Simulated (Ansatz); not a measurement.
# Si/GaP/NiSi2: a contact from a semiconductor to a metal, part 5 of 5

Is Si/GaP/NiSi2 a contact for electrons or for holes? The semiconductor is Si diamond(111), undoped, with its far face capped by hydrogen, and the metal is NiSi2 fluorite(111) turned by 180 degrees (type B), with GaP zinc blende(111) between them (whole bilayers). After relaxation the nearest pair at the metal is Si–Ga at 2.45 Å, along the normal. The common net has a side of 3.868 Å, which strains the semiconductor by +0.0 %, the layer between by -0.7 % and the metal by +0.7 %, against typed lattice constants near PBE's. The first steps treat the bulk crystals alone.

Ansatz 0.2.0; PBE DFT, plane waves, PAW files (the session's first sound run).

So far. Step 6 (T(E) from the semiconductor into the metal, atomic …): The semiconductor's channels close between -0.45 and +0.20 eV. In the worse lead the potential repeats within 32 meV, which the program flags as too much for a lead, so the lead is short or a field runs through it. Step 7 (The contact's transmission, atomic planes in the …): The semiconductor's channels close between -0.45 and +0.20 eV.

## 9. The first cell with another functional, cutoff 500 eV

This step: r2SCAN DFT, plane waves, PAW files; ballistic transmission by layer matching between semi-infinite leads (Ansatz 0.2.0).

System of this step: Si/GaP/NiSi2. The cell holds 51 atoms: 37 Si, 2 P, 2 Ga, 9 Ni and 1 H. Cell: a = 3.868 Å, b = 3.868 Å, c = 93.245 Å, α = 90.0°, β = 90.0°, γ = 120.0°. Regions: left electrode, 20 atoms (20 Si); barrier, 4 atoms (2 P and 2 Ga); right electrode, 26 atoms (17 Si and 9 Ni). Vacuum lies along c.

r2SCAN opens the gap somewhat, so the first cell is run again with it to see how the barriers share the change.

Input file input.yaml:

```yaml
crystal:
  lattice:
    - [3.868, 0.0, 0.0]
    - [-1.934, 3.3497862618, 0.0]
    - [0.0, 0.0, 93.2447603786]
  atoms:
    - { symbol: Si, position: [0.66666667, 0.33333333, 0.1662291794] }
    - { symbol: Si, position: [0.0, 0.0, 0.1746962343] }
    - { symbol: Si, position: [0.0, 0.0, 0.2000973989] }
    - { symbol: Si, position: [0.33333333, 0.66666667, 0.2085644537] }
    - { symbol: Si, position: [0.33333333, 0.66666667, 0.2339656184] }
    - { symbol: Si, position: [0.66666667, 0.33333333, 0.2424326732] }
    - { symbol: Si, position: [0.66666667, 0.33333333, 0.2678338379] }
    - { symbol: Si, position: [0.0, 0.0, 0.2763008927] }
    - { symbol: Si, position: [0.0, 0.0, 0.3017020573] }
    - { symbol: Si, position: [0.33333333, 0.66666667, 0.3101691122] }
    - { symbol: Si, position: [0.33333333, 0.66666667, 0.3355702768] }
    - { symbol: Si, position: [0.66666667, 0.33333333, 0.3440373317] }
    - { symbol: Si, position: [0.66666667, 0.33333333, 0.3694384963] }
    - { symbol: Si, position: [0.0, 0.0, 0.3779055512] }
    - { symbol: Si, position: [0.0, 0.0, 0.4033067158] }
    - { symbol: Si, position: [0.33333333, 0.66666667, 0.4117737707] }
    - { symbol: Si, position: [0.33333333, 0.66666667, 0.4371749353] }
    - { symbol: Si, position: [0.66666667, 0.33333333, 0.4456419902] }
    - { symbol: Si, position: [0.66666667, 0.33333333, 0.471009357] }
    - { symbol: Si, position: [0.0, 0.0, 0.4791888309] }
    - { symbol: P, position: [0.0, 0.0, 0.5036482098] }
    - { symbol: Ga, position: [0.33333333, 0.66666667, 0.5126098244] }
    - { symbol: P, position: [0.33333333, 0.66666667, 0.537800311] }
    - { symbol: Ga, position: [0.66666667, 0.33333333, 0.5467754591] }
    - { symbol: Si, position: [0.66666667, 0.33333333, 0.5730557642] }
    - { symbol: Ni, position: [0.33333333, 0.66666667, 0.5820081996] }
    - { symbol: Si, position: [0.0, 0.0, 0.5883386067] }
    - { symbol: Si, position: [0.33333333, 0.66666667, 0.6051875604] }
    - { symbol: Ni, position: [0.0, 0.0, 0.6136360457] }
    - { symbol: Si, position: [0.66666667, 0.33333333, 0.6220845309] }
    - { symbol: Si, position: [0.0, 0.0, 0.6389334846] }
    - { symbol: Ni, position: [0.66666667, 0.33333333, 0.6473819699] }
    - { symbol: Si, position: [0.33333333, 0.66666667, 0.6558304552] }
    - { symbol: Si, position: [0.66666667, 0.33333333, 0.6726794089] }
    - { symbol: Ni, position: [0.33333333, 0.66666667, 0.6811278942] }
    - { symbol: Si, position: [0.0, 0.0, 0.6895763794] }
    - { symbol: Si, position: [0.33333333, 0.66666667, 0.7064253331] }
    - { symbol: Ni, position: [0.0, 0.0, 0.7148738184] }
    - { symbol: Si, position: [0.66666667, 0.33333333, 0.7233223037] }
    - { symbol: Si, position: [0.0, 0.0, 0.7401712574] }
    - { symbol: Ni, position: [0.66666667, 0.33333333, 0.7486197426] }
    - { symbol: Si, position: [0.33333333, 0.66666667, 0.7570682279] }
    - { symbol: Si, position: [0.66666667, 0.33333333, 0.7739171816] }
    - { symbol: Ni, position: [0.33333333, 0.66666667, 0.7823656669] }
    - { symbol: Si, position: [0.0, 0.0, 0.7908141522] }
    - { symbol: Si, position: [0.33333333, 0.66666667, 0.8076631059] }
    - { symbol: Ni, position: [0.0, 0.0, 0.8161115911] }
    - { symbol: Si, position: [0.66666667, 0.33333333, 0.8245600764] }
    - { symbol: Si, position: [0.0, 0.0, 0.8414090301] }
    - { symbol: Ni, position: [0.66666667, 0.33333333, 0.8498575154] }
    - { symbol: H, position: [0.66666667, 0.33333333, 0.1501424846] }
kpoints:
  mp_grid: { grid: [8, 8, 1] }
scf:
  occupations: { method: fermi_dirac, width: 0.1 }
  max_iter: 150
hamiltonian:
  xc: r2scan
efield:
  axis: 3
  dipole_correction: true
output:
  transmission:
    kmesh: [12, 12]
    e_range: [-2.5, 2.5]
    de: 0.05
    leads: [[8, 10], [36, 39]]
  dos: { projected: true, e_range: [-6, 5], de: 0.05 }
  write_potential: true
  write_density: true
  volumetric_format: npy
```

Command:

```
$ ansatz run input.yaml --threads 8 --pin off --max-ram 24576MiB --backend cpu --events-out ev --progress --plain --runs-dir out
```

Numbers of over 12 decimals in the logs are rounded to 6 here.

Log:

```text
[...]
Crystal: 51 atoms, lattice volume = 1208.170 Å³
Basis set: ecut = 500 eV, 30491 PW (Γ), exchange–correlation on 120×120×2880 points (64 copies of the dense FFT grid, shifted against one another)
Bands: 225, of which v1, the nominal top of the filled ones, is band 174 counted from 1 (173 counted from 0)
Symmetry: 6 space group operations
[...]
k-points: 10 of 64 (time reversal used)
[...]
SCF iter   1: F=—  HF=-85376.144913 eV  |F-HF|=—  |Δ(HF+E_count)|=         —  Δρ=1.32e-2  dr2=1.15e1  dr2_τ=7.02e-1  ethr=1.77e-3  p=-0.012 e·Å  D=-1.84e-3 V/Å  ΔV_dip=0.17 eV  dr2_dipole=9.49e-1  V_vac-E_F(+/−)=3.78/3.61 eV  ⟨swp⟩=10.3  Hψ=12642  notcnv=0  defer=71
[...]
SCF iter  16: F=-85376.668328 eV  HF=-85376.668328 eV  |F-HF|=8.05e-9  |Δ(HF+E_count)|=   5.30e-8  Δρ=9.55e-7  dr2=3.14e-8  dr2_τ=1.35e-10  ethr=2.88e-11  p=0.011 e·Å  D=1.70e-3 V/Å  ΔV_dip=-0.16 eV  dr2_dipole=2.93e-9  V_vac-E_F(+/−)=4.04/4.20 eV  ⟨swp⟩=15.3  Hψ=11183  notcnv=0
SCF 1 converged in 16 iterations: F = -85376.668328 eV  dr2 = 3.14e-8
[...]
transmission: 122 of 1159 steps passed
transmission: 232 of 1159 steps passed
[...]
transmission: 1159 of 1159 steps passed
[...]
SCF converged after 16 iterations
Free energy (F): -85376.668328 eV
[...]
Internal energy: -85376.396186 eV  (E = F + TS)
E sigma→0 (E₀):  -85376.532257 eV
Entropy (-TS):   -0.272141 eV (-5.336 meV/atom)
Fermi energy:    5.232123 eV
Dipole field:    D = 0.001726 V/Å  (p = 0.011525 e·Å, saw-weighted, corrected)
Work function:   Φ+ = 4.0410 eV   Φ− = 4.2019 eV
[...]
--- Band table (eV; the first three rows and the last of 10) ---
  k-point 0: bands = [... 170 lower, 5.8979, 6.1242, 6.2705, 6.3473, 6.3589, 6.3589, 6.4565, 6.5020, ... 47 higher]
  k-point 1: bands = [... 170 lower, 5.6779, 5.8123, 5.9010, 5.9506, 6.0965, 6.2687, 6.3147, 6.4154, ... 47 higher]
  k-point 2: bands = [... 170 lower, 4.8221, 4.9794, 5.1547, 5.1553, 5.3011, 5.4949, 5.6783, 5.8268, ... 47 higher]
  k-point 9: bands = [... 170 lower, 3.4072, 3.6230, 4.2567, 4.2731, 4.8559, 5.6793, 5.9808, 6.0756, ... 47 higher]
--- Transmission ---
  basis      : 139 plane waves across, 61 finite elements along
  points     : 19, standing for a mesh of 12 x 12
[...]
channels       : 0.000000e0 a spin
[...]
slowest decay  : 0.1033 /Å at (0.4167, 0.0000)
[...]
channels       : 9.513889e-1 a spin
[...]
slowest decay  : 0.0372 /Å at (0.4167, 0.1667)
  junction   : crystal 0 to crystal 1, 29.71 to 65.08 Å
    transmission   : 0.000000e0 a spin
[...]
```

It took 7 min on 8 threads of Arm Neoverse V2, shared host; peak memory 14 GiB; 52 min of CPU time.

This step gave:

```
free energy                      : -85376.6683 eV
Fermi energy                     : 5.232 eV
channels of the upper lead       : 0.9514
potential step in the lower lead : 30.9 meV
potential step in the upper lead : 5 meV
work function, upper face        : 4.041 eV
work function, lower face        : 4.202 eV
dipole moment                    : 0.01153 e·Å
dipole field                     : 0.001726 V/Å
```

One spin. Transmission, zone mean against energy, zero at the Fermi level:

energy (eV), transmission, zone mean and a bar:
```
   -2.400      0.598 ########################
   -2.200      0.486 ###################
   -2.000      0.322 #############
   -1.800      0.193 ########
   -1.600      0.123 #####
   -1.400      0.080 ###
   -1.200      0.037 #
   -1.000      0.015 #
   -0.800      0.004 
   -0.600      0.000 
   -0.400      0.000 
   -0.200      0.000 
    0.000      0.000 
    0.200      0.000 
    0.400      0.006 
    0.600      0.007 
    0.800      0.025 #
    1.000      0.042 ##
    1.200      0.092 ####
    1.400      0.190 #######
    1.600      0.355 ##############
    1.700      0.387 ###############
    1.800      0.275 ###########
    2.000      0.241 #########
    2.200      0.702 ############################
    2.400      0.762 ##############################
```

One spin. Open channels, zone mean against energy, zero at the Fermi level:

```
energy (eV)  lower lead  upper lead
     -2.400        1.51        1.76
     -2.200        1.38        1.84
     -2.000        1.34        1.80
     -1.800       0.938        1.63
     -1.600       0.688        1.59
     -1.400       0.562        1.31
     -1.200       0.312        1.10
     -1.000       0.312        1.02
     -0.800       0.146       0.938
     -0.600           0       0.688
     -0.400           0       0.604
     -0.200           0       0.951
      0.000           0       0.951
      0.200      0.0417        1.16
      0.400       0.208        1.37
      0.600       0.333        1.53
      0.800       0.583        1.67
      1.000        0.75        1.80
      1.200       0.944        2.01
      1.400        1.36        1.67
      1.600        1.49        1.49
      1.800        1.99       0.757
      2.000        2.15       0.938
      2.200        2.38        2.45
      2.400        1.95        2.85
```

Projected DOS an atom over height of the atomic layer and energy from the Fermi level. Layers: H Si Si Si Si Si Si Si Si Si Si Si Si Si Si Si Si Si Si Si Si P Ga P Ga Si Ni Si Si Ni Si Si Ni Si Si Ni Si Si Ni Si Si Ni Si Si Ni Si Si Ni Si Si Ni; projections on atoms miss part of the total, and the computed bands can run out at the top of the range; a column is the mean of 4 neighbouring layers, the last of those left over.

Ten even steps from '_' (0.00 states/eV) to '@' (2.53 states/eV), each cell a mean:
```
__________________________
________......____________
................__....__..
::::::::::::..............
........::................
..::::::::::..............
..::::::::::....__......::
__..........__............
________..____............
______________............
________________________..
____________..__________::
____________..______....==
............::..........%%
..::::::::::::::--::::::**
::::::::::::==::--::::==--
::::::::::::++**@@++++@@::
::::::::::::----##----##::
..::::::::::::::--::::==::
::........::::--==----==..
________......::--------..
____________............__
```
Columns: height of the atomic layer (Å) from 16.1 to 78.2 (not evenly spaced); rows upwards: energy from the Fermi level (eV) from -6 to 5.

The semiconductor's channels close between -0.65 and +0.20 eV. In the worse lead the potential repeats within 31 meV, which the program flags as too much for a lead, so the lead is short or a field runs through it.

## 10. Summary of results

```json
{
  "valence edge of the semiconductor lead against the Fermi level, 4 planes": "-0.45 eV",
  "conduction edge of the semiconductor lead against the Fermi level, 4 planes": "+0.20 eV",
  "valence edge of the semiconductor lead against the Fermi level, 6 planes": "-0.45 eV",
  "conduction edge of the semiconductor lead against the Fermi level, 6 planes": "+0.20 eV",
  "valence edge of the semiconductor lead against the Fermi level, 8 planes": "-0.45 eV",
  "conduction edge of the semiconductor lead against the Fermi level, 8 planes": "+0.20 eV",
  "valence edge of the semiconductor lead against the Fermi level, r2SCAN": "-0.65 eV",
  "conduction edge of the semiconductor lead against the Fermi level, r2SCAN": "+0.20 eV"
}
```

The metal's Fermi level lies in the gap of the semiconductor, 0.20 eV under the first conduction channel and 0.45 eV over the last valence one, as read in the lead, away from the contact; bands can bend on the way there. The edges are read from the typed mesh and energy grid, to 0.05 eV at best; the semiconductor's potential still steps by 30 meV a period, so they depend on where the lead is cut. Adding 4 atomic planes to the layer under the metal moves the conduction edge by +0.00 eV, about one grid step or less. r2SCAN moves the edges to -0.65 and +0.20 eV, 0.85 eV apart on the grid against 0.65 eV. The semiconductor is undoped and only a few nanometres thick, with its far face capped by hydrogen. A semilocal functional narrows gaps, and the two barriers add up to the gap, so their sum is too small. No spin-orbit coupling, phonons, disorder or image charges enter; the interfaces are ordered, one cell wide and lattice-matched by strain. Semilocal gaps are too small, which can bring a band edge of the barrier nearer to the Fermi level than it is.

[Logs are printed without paths, hosts, clocks, repeated set-up lines and the standing remarks that a program may print on its own settings, such as how far it seeks lower states.]

[Hosts, paths, dates, database ids (printed as entryN), source tags and the programs' standing remarks are cut or masked in the printed files.]
